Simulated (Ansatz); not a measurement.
# Stack of 2H-MoS2 under blue phosphorene, shifted by two thirds of the diagonal in a perpendicular field, part 2 of 2

What dipole does a perpendicular field induce in the stack of 2H-MoS2 under blue phosphorene, shifted by two thirds of the diagonal, and does the gap follow? A positive field points along +c.

Ansatz 0.2.0; plane-wave DFT, PBE-D3(BJ), Ansatz PAW.

So far. Step 2 (Relaxation): The lattice constant a goes from 3.230 to 3.188 Å.

### Step 3. Single point, field 0, start network

A sawtooth potential applies the field, turning back in the middle of the vacuum. With the dipole correction the typed value is the field outside the slab. The induced dipole is small, so the SCF threshold is tight.

The cell differs from the one that the last finished run ended in (c 46.203 → 26.025 Å).

The input, input.yaml:

```yaml
crystal:
  lattice:
    - [3.1875327972, 0.0, 0.0]
    - [-1.5937663986, 2.7604843778, 0.0]
    - [0.0, 0.0, 26.025365683]
  atoms:
    - { symbol: S, position: [0.3333333333, 0.6666666667, 0.3458164665] }
    - { symbol: Mo, position: [0.0, 0.0, 0.4056211329] }
    - { symbol: S, position: [0.3333333333, 0.6666666667, 0.4653799247] }
    - { symbol: P, position: [0.3333333333, 0.6666666667, 0.6057499818] }
    - { symbol: P, position: [0.0, 0.0, 0.6541835335] }
kpoints:
  mp_grid: { grid: [18, 18, 1] }
  band_path:
    path: [[0, 0, 0], [0.5, 0, 0], [0.33333333, 0.33333333, 0], [0, 0, 0]]
    npoints: 16
hamiltonian:
  xc: pbe
  dispersion: d3bj
scf:
  occupations: { method: fermi_dirac, width: 0.02585 }
  convergence: { dr2_threshold: 1.0e-10 }
efield:
  axis: 3
  dipole_correction: true
  ramp_position: 0.97
  ramp_width: 0.06
  amplitude: 0
output:
  dos: { projected: true, e_range: [-6, 5] }
  write_potential: true
  write_density: true
  volumetric_format: npy
  elf: true
```

On the command line:

```bash
$ ansatz run input.yaml --threads 2 --pin off --max-ram 4096MiB --backend cpu --events-out ev --progress --plain --runs-dir out
```

Numbers of over 12 decimals in the logs are rounded to 6 here.

The program printed:

```text
[...]
Crystal: 5 atoms, lattice volume = 229.001 Å³
Basis set: ecut = 420 eV, 4527 PW (Γ)
Bands: 23, of which v1, the nominal top of the filled ones, is band 18 counted from 1 (17 counted from 0)
Symmetry: 6 space group operations
[...]
k-points: 37 of 324 (time reversal used)
[...]
SCF iter   1: F=—  HF=-8275.623917 eV  |F-HF|=—  |Δ(HF+E_count)|=         —  Δρ=2.97e-3  dr2=2.37e-2  ethr=1.77e-3  p=0.007 e·Å  D=5.29e-3 V/Å  ΔV_dip=-0.14 eV  dr2_dipole=5.12e-4  V_vac-E_F(+/−)=5.00/5.14 eV  ⟨swp⟩=10.6  Hψ=5775  notcnv=0
efield: sawtooth ramp at fractional position 0.9700 (set: `efield.ramp_position`, or a place that a band, a saddle search or an elastic batch's reference lends), width 0.0600; the density the first Hamiltonian is built on has a dipole p = 0.007 e·Å; the dipole correction subtracts the counter field D = 5.29e-3 V/Å, which shifts the + side's vacuum level by -0.14 eV against the − side's; the planar-averaged density in the ramp window peaks in size at 1.6e-5 e/Å³
[...]
SCF iter   2: F=—  HF=-8275.650182 eV  |F-HF|=—  |Δ(HF+E_count)|=   2.63e-2  Δρ=3.39e-3  dr2=2.33e-1  ethr=6.58e-5  p=0.025 e·Å  D=1.95e-2 V/Å  ΔV_dip=-0.51 eV  dr2_dipole=2.04e-2  V_vac-E_F(+/−)=4.94/5.45 eV  ⟨swp⟩=4.9  Hψ=2483  notcnv=0  defer=36
[...]
SCF iter  13: F=-8275.628718 eV  HF=-8275.628718 eV  |F-HF|=3.46e-11  |Δ(HF+E_count)|=  3.64e-12  Δρ=5.13e-8  dr2=1.21e-11  ethr=1.00e-12  p=0.004 e·Å  D=3.39e-3 V/Å  ΔV_dip=-0.09 eV  dr2_dipole=1.37e-12  V_vac-E_F(+/−)=4.97/5.06 eV  ⟨swp⟩=7.1  Hψ=2747  notcnv=0
SCF 1 converged in 13 iterations: F = -8275.628718 eV  dr2 = 1.21e-11
[...]
NSCF: frozen V_eff on 49 k-points
efield: sawtooth ramp at fractional position 0.9700 (kept from the solve that this one continues, or follows in the run), width 0.0600; the density the first Hamiltonian is built on has a dipole p = 0.004 e·Å; the dipole correction subtracts the counter field D = 3.39e-3 V/Å, which shifts the + side's vacuum level by -0.09 eV against the − side's; the planar-averaged density in the ramp window peaks in size at 1.8e-6 e/Å³
[...]
SCF converged after 13 iterations
Free energy (F): -8275.628718 eV
[...]
Internal energy: -8275.628718 eV  (E = F + TS)
E sigma→0 (E₀):  -8275.628718 eV
Fermi energy:    0.832407 eV
Dipole field:    D = 0.003387 V/Å  (p = 0.004287 e·Å, saw-weighted, corrected)
Work function:   Φ+ = 4.9674 eV   Φ− = 5.0556 eV
Levels:          The Fermi level and band energies are counted from a zero that moves with the ramp; work functions are not
[...]
--- Band table (eV; the first three rows and the last of 37) ---
  k-point 0: bands = [... 14 lower, -0.9040, -0.1055, -0.1055, 0.0994, 2.6793, 2.6793, 2.9436, 2.9436, ... 1 higher]
  k-point 1: bands = [... 14 lower, -0.8444, -0.5719, -0.2389, 0.0759, 2.6116, 2.7625, 2.8154, 2.8903, ... 1 higher]
  k-point 2: bands = [... 14 lower, -1.3600, -0.7302, -0.5713, -0.0124, 2.4988, 2.5331, 2.7474, 2.9827, ... 1 higher]
  k-point 36: bands = [... 14 lower, -2.4059, -2.1387, -1.9304, -0.0971, 1.5611, 1.5868, 3.0224, 3.4526, ... 1 higher]
```

Wall time 34 s (2 threads of Intel Xeon at 2.50GHz (Skylake/Cascade Lake), shared host); peak memory 0.59 GiB; 66 s of CPU time.

Reading the cycles: dr2 is the Hartree energy of the density residual (eV), the measure of convergence; HF is the Harris–Foulkes estimate of the energy, which meets the free energy F at convergence.

Numbers from this step:

| Quantity | Value |
| --- | --- |
| gap on the k-mesh | 1.462 eV |
| dipole along the normal | 0.004287 e·Å |
| gap along the path | 1.462 eV |
| smallest direct gap along the path | 1.658 eV |
| step between the vacuum levels | -0.08816 eV |
| ionisation energy, upper face | 5.700 eV |
| electron affinity, upper face | 4.239 eV |
| ionisation energy, lower face | 5.789 eV |
| gap, the smaller of path and mesh | 1.462 eV |

Running mean over a fixed 2.7 Å (it still follows the layers) of the planar mean; the ramp of the sawtooth is left out. Table of electron's electrostatic potential energy less the Fermi level by z:

```csv
z (Å),electron's electrostatic potential energy less the Fermi level (eV)
4,5.06
5,5.05
6,5.02
7,4.22
8,-0.193
9,-5.84
10,-11.5
11,-11.5
12,-6.81
13,-0.908
14,1.78
15,-3.26
16,-9.14
17,-8.01
18,-2.00
19,3.80
20,4.90
21,4.96
22,4.97
```

The density of states has structure finer than the step of the table below, so its rows give means over 0.2 eV, whole bins alone (the curve runs from -6 to 2.24 eV). Peaks (eV: height): -4.76: 14.3, -4.10: 8.51, -1.48: 7.24, 1.11: 7.87, 1.25: 11.7, 1.31: 12.0, 1.66: 15.8.

The density of states by energy, zero at the Fermi level of the run, which the smearing sets inside the gap; means over each step:

```csv
energy (eV),density of states (states/eV a cell)
-5.8,2.93
-5.6,2.39
-5.4,2.96
-5.2,2.31
-5.0,2.49
-4.8,6.90
-4.6,3.45
-4.4,2.63
-4.2,4.06
-4.0,5.55
-3.8,3.85
-3.6,2.83
-3.4,2.98
-3.2,2.45
-3.0,3.56
-2.8,4.87
-2.6,3.89
-2.4,4.27
-2.2,4.12
-2.0,2.97
-1.8,3.29
-1.6,3.68
-1.4,4.33
-1.2,3.76
-1.0,1.28
-0.8,0.563
-0.6,0
-0.4,0
-0.2,0
0.0,0
0.2,0
0.4,0
0.6,0
0.8,0.615
1.0,2.37
1.2,6.70
1.4,4.20
1.6,8.17
1.8,4.78
2.0,3.57
```

Projected DOS per atom over height of the atomic layer and energy from the Fermi level. Layers: S Mo S P P from below.

Ten even steps from '_' (0.00 states/eV) to '@' (3.07 states/eV), each cell a mean:
```
..++......
--@@::....
::@@::....
__::__....
__________
__________
__________
__________
__..______
..==..----
..++......
::__::::::
--..--::::
==--==....
..::......
..::......
======....
::::::....
==--==....
..........
..__..::::
------____
```
Columns: height of the atomic layer (Å) from 9 to 17.0 (not evenly spaced); rows upwards: energy from the Fermi level (eV) from -5.96 to 2.23.

The electronic bands at the labelled points (eV, zero at the Fermi level of the run, which the smearing sets inside the gap):

```csv
point,band 15,band 16,band 17,band 18,band 19,band 20,band 21,band 22
Γ,-1.74,-0.94,-0.94,-0.73,1.85,1.85,2.11,2.11
halfway,-2.42,-2.30,-1.66,-1.20,1.18,1.40,1.45,2.02
M,-2.92,-2.53,-1.91,-1.52,0.98,1.32,1.82,2.13
halfway,-3.27,-2.87,-2.47,-1.23,1.20,1.66,2.12,2.61
K,-3.24,-2.97,-2.76,-0.93,0.73,0.75,2.19,2.62
halfway,-2.89,-2.02,-1.70,-1.17,1.06,1.57,1.75,2.54
Γ,-1.74,-0.94,-0.94,-0.73,1.85,1.85,2.11,2.11
```

Valence density in the ca plane at fractional y = 0.667, with atoms of S and P within 0.2 Å of it. It is the smooth field of the valence electrons, not physical close to the nuclei.

Ten even steps from '0' (0.0 e/Å³) to '9' (1.1 e/Å³), each cell a mean:
```
00000000000000000001122476322100000001123333
00000000000000000001112476321100000000123333
00000000000000000013443333334321000012334332
00000000000000000147886322479863100124555421
00000000000000000279588422596695100146225421
00000000000000000288378422595595100146224420
00000000000000000158996322489973100125555421
00000000000000000013444333345421000012344432
```
Columns run along c (16.0 Å, from fractional 0.07 to 0.68 of the cell), rows up along a (3.2 Å). Atoms in or near the plane, at fractional coordinates: S at (0.35, 0.33), S at (0.47, 0.33), P at (0.61, 0.33).

Electrostatic potential energy in the ca plane at fractional y = 0.667, with atoms of S and P within 0.2 Å of it. With pseudopotentials it is smooth inside the atoms' cores, unlike the true potential.

Values in eV, 5 rows by 16 columns, each cell a mean:
```
  6   6   6   6   6   6   5   2 -10 -10   2   5   5   3  -1  -7
  6   6   6   6   6   6   3  -4  -6  -6  -4   3   5   0  -5  -3
  6   6   6   6   6   6  -6 -32  -7  -6 -32  -6   5 -17 -31  -1
  6   6   6   6   6   6  -9 -34  -9  -8 -34 -10   5 -21 -36  -1
  6   6   6   6   6   6   1 -14  -5  -5 -14   1   5  -5 -14  -2
```
Columns run along c (16.0 Å, from fractional 0.07 to 0.68 of the cell; values clipped at the 3rd and 97th percentile), rows up along a (3.2 Å). Atoms in or near the plane, at fractional coordinates: S at (0.35, 0.33), S at (0.47, 0.33), P at (0.61, 0.33).

ELF in the ca plane at fractional y = 0.667, with atoms of S and P within 0.2 Å of it. It is the smooth field of the valence electrons, not physical close to the nuclei.

Values, 5 rows by 16 columns, each cell a mean:
```
0.00 0.02 0.12 0.25 0.26 0.21 0.24 0.07 0.04 0.20 0.49 0.69 0.65 0.15 0.01 0.00
0.01 0.14 0.50 0.60 0.26 0.34 0.62 0.33 0.18 0.58 0.66 0.63 0.45 0.08 0.00 0.00
0.05 0.52 0.88 0.59 0.42 0.56 0.62 0.71 0.42 0.74 0.49 0.32 0.07 0.01 0.00 0.00
0.06 0.59 0.89 0.40 0.44 0.56 0.44 0.75 0.46 0.67 0.32 0.25 0.04 0.01 0.00 0.00
0.02 0.28 0.73 0.75 0.32 0.46 0.77 0.52 0.29 0.76 0.72 0.54 0.29 0.05 0.00 0.00
```
Columns run along c (16.0 Å, from fractional 0.23 to 0.84 of the cell), rows up along a (3.2 Å). Atoms in or near the plane, at fractional coordinates: S at (0.35, 0.33), S at (0.47, 0.33), P at (0.61, 0.33).

The gap is 1.46 eV, with the valence edge 5.70 eV and the conduction edge 4.24 eV under the upper vacuum level.

### Step 4. Atoms held, field 0.1 V/Å

Edit input.yaml of step 3 so:

```diff
@@ -25,7 +25,6 @@
   dipole_correction: true
-  ramp_position: 0.97
-  ramp_width: 0.06
-  amplitude: 0
+  ramp_position: 0.9527
+  ramp_width: 0.0953
+  amplitude: 0.1
 output:
-  dos: { projected: true, e_range: [-6, 5] }
   write_potential: true
@@ -33,2 +32 @@
   volumetric_format: npy
-  elf: true
```

The program printed:

```text
[...]
Crystal: 5 atoms, lattice volume = 229.001 Å³
Basis set: ecut = 420 eV, 4527 PW (Γ)
Bands: 23, of which v1, the nominal top of the filled ones, is band 18 counted from 1 (17 counted from 0)
Symmetry: 6 space group operations
[...]
k-points: 37 of 324 (time reversal used)
[...]
k-point 0: bands = [... 14 lower, -0.8679, -0.0322, -0.0322, 0.0662, 2.6287, 2.6287, 2.8928, 2.8928, ... 1 higher]
  k-point 1: bands = [... 14 lower, -0.8175, -0.4988, -0.1656, 0.0440, 2.5608, 2.7119, 2.7644, 2.8394, ... 1 higher]
  k-point 2: bands = [... 14 lower, -1.3764, -0.7166, -0.4980, -0.0397, 2.4446, 2.4853, 2.6967, 2.9319, ... 1 higher]
  k-point 36: bands = [... 14 lower, -2.4167, -2.0598, -1.9053, -0.1474, 1.5107, 1.6591, 2.9730, 3.4037, ... 1 higher]
[key lines of the parts left out:]
SCF converged after 17 iterations
Free energy (F): -8275.631345 eV
Fermi energy:    0.796782 eV
Dipole field:    D = 0.038159 V/Å  (p = 0.048291 e·Å, saw-weighted, corrected)
```

Wall time 44 s (2 threads); peak memory 0.57 GiB.

The dipole is 0.0483 e·Å, 0.0440 e·Å from its value without field, and the gap 1.445 eV.

### Step 5. Atoms held, field -0.1 V/Å

Edit input.yaml of step 4 so:

```diff
@@ -27,3 +27,3 @@
   ramp_width: 0.0953
-  amplitude: 0.1
+  amplitude: -0.1
 output:
```

The program printed:

```text
[...]
Crystal: 5 atoms, lattice volume = 229.001 Å³
Basis set: ecut = 420 eV, 4527 PW (Γ)
Bands: 23, of which v1, the nominal top of the filled ones, is band 18 counted from 1 (17 counted from 0)
Symmetry: 6 space group operations
[...]
k-points: 37 of 324 (time reversal used)
[...]
k-point 0: bands = [... 14 lower, -0.9404, -0.1807, -0.1807, 0.1360, 2.7300, 2.7300, 2.9948, 2.9948, ... 1 higher]
  k-point 1: bands = [... 14 lower, -0.8687, -0.6469, -0.3141, 0.1116, 2.6623, 2.8128, 2.8667, 2.9418, ... 1 higher]
  k-point 2: bands = [... 14 lower, -1.3526, -0.7404, -0.6465, 0.0200, 2.5505, 2.5834, 2.7980, 3.0339, ... 1 higher]
  k-point 36: bands = [... 14 lower, -2.4096, -2.2193, -1.9421, -0.0465, 1.5125, 1.6118, 3.0722, 3.5014, ... 1 higher]
[key lines of the parts left out:]
SCF converged after 19 iterations
Free energy (F): -8275.630486 eV
Fermi energy:    0.827301 eV
Dipole field:    D = -0.031320 V/Å  (p = -0.039636 e·Å, saw-weighted, corrected)
```

Wall time 52 s (2 threads); peak memory 0.57 GiB; 1.7 min of CPU time.

The dipole is -0.0396 e·Å, -0.0439 e·Å from its value without field, and the gap 1.377 eV.

### Step 6. Response, atoms held

This step: plane-wave DFT, PBE-D3(BJ), Ansatz PAW; response to a field along the normal, atoms held (Ansatz 0.2.0).

The dipoles give the slope, and the difference of two potentials shows where the field is screened.

This step gave:

| Item | Value |
| --- | --- |
| equivalent conductor thickness p/(ε₀AE) | 9.041 Å |
| distance between the outer atoms | 8.025 Å |

Dipole of the cell against applied field:

```csv
applied field (V/Å),dipole of the cell (e·Å)
-0.1000,-0.0396
0.0000,0.00429
0.1000,0.0483
```

Local field over the applied field, running mean. From the potentials at -0.1 and 0.1 V/Å; running mean over 2.8 Å. Local field over applied field against z:

```csv
z (Å),local field over applied field
4.5,0.999
5.0,0.996
5.5,0.988
6.0,0.965
6.5,0.910
7.0,0.803
7.5,0.656
8.0,0.495
8.5,0.333
9.0,0.196
9.5,0.102
10.0,0.0559
10.5,0.0393
11.0,0.0474
11.5,0.0766
12.0,0.141
12.5,0.237
13.0,0.331
13.5,0.385
14.0,0.391
14.5,0.352
15.0,0.263
15.5,0.158
16.0,0.0836
16.5,0.0680
17.0,0.129
17.5,0.249
18.0,0.408
18.5,0.572
19.0,0.730
19.5,0.860
20.0,0.938
20.5,0.976
21.0,0.991
21.5,0.997
```

Electrons, planar mean, per unit field. Induced electron density against z:

```csv
z (Å),induced electron density (e/Å³ per V/Å)
4.5,4.3e-6
5.0,1.4e-5
5.5,4.3e-5
6.0,1.3e-4
6.5,3.7e-4
7.0,9.9e-4
7.5,0.00231
8.0,0.00360
8.5,0.00205
9.0,9.6e-4
9.5,3.7e-4
10.0,-4.7e-4
10.5,1.1e-4
11.0,3.4e-4
11.5,-2.2e-4
12.0,-6.6e-4
12.5,-0.00130
13.0,-0.00293
13.5,-0.00142
14.0,7.6e-4
14.5,0.00254
15.0,0.00229
15.5,4.8e-4
16.0,8.7e-4
16.5,-3.7e-4
17.0,-7.9e-4
17.5,-0.00123
18.0,-0.00340
18.5,-0.00291
19.0,-0.00152
19.5,-6.5e-4
20.0,-2.6e-4
20.5,-9.6e-5
21.0,-3.4e-5
21.5,-1.1e-5
```

The smaller of the gaps on the path and on the k-mesh, counted as 0 under 0.03 eV. The gap by applied field:

```csv
applied field (V/Å),gap (eV)
-0.1000,1.38
0.0000,1.46
0.1000,1.44
```

By hand: between -0.1 and 0.1 V/Å the dipole changes by 0.08793 e·Å, a slope of 0.4396 e·Å²/V. A perfect conductor of thickness t has p = ε₀AEt, so t = 180.95 × 0.4396 / 8.799 = 9.04 Å (e/ε₀ = 180.95 V·Å, A in Å²).

The induced dipole is that of a conductor 9.04 Å thick.

### Step 7. Outcome

- gap without field: 1.46 eV
- ionisation energy, upper face: 5.70 eV
- electron affinity, upper face: 4.24 eV
- step between the vacuum levels: -0.0882 eV
- equivalent conductor thickness, atoms held: 9.04 Å

**Reading.** The induced dipole equals that of a perfect conductor 9.04 Å thick, while the outer atoms lie 8.03 Å apart; an out-of-plane ε follows only once a thickness t is chosen, by 1 − 1/ε = 9.04 Å / t. The two faces differ: the vacuum level above lies 0.09 eV lower than the one below. The gap goes from 1.46 eV to 1.38 eV at -0.1 V/Å. Semilocal functionals give gaps that are too small, and excitons are not included. Spin-orbit coupling is left out, which matters for the bands of elements this heavy.

[Logs are printed without paths, hosts, clocks, repeated set-up lines and the standing remarks that a program may print on its own settings, such as how far it seeks lower states.]

[Hosts, paths, dates, database ids (printed as entryN), source tags and the programs' standing remarks are cut or masked in the printed files.]

[Maps of the electrostatic potential energy from Ansatz leave out the sawtooth potential of an applied field or a dipole correction, so their vacuum need not be flat; planar profiles and work functions include it.]

[The density of states shown here was stored with 400 of the rows of the run's finer table, so its peaks can read low, often by over a quarter, or be missed, and its means over a window can be off by a tenth or more.]
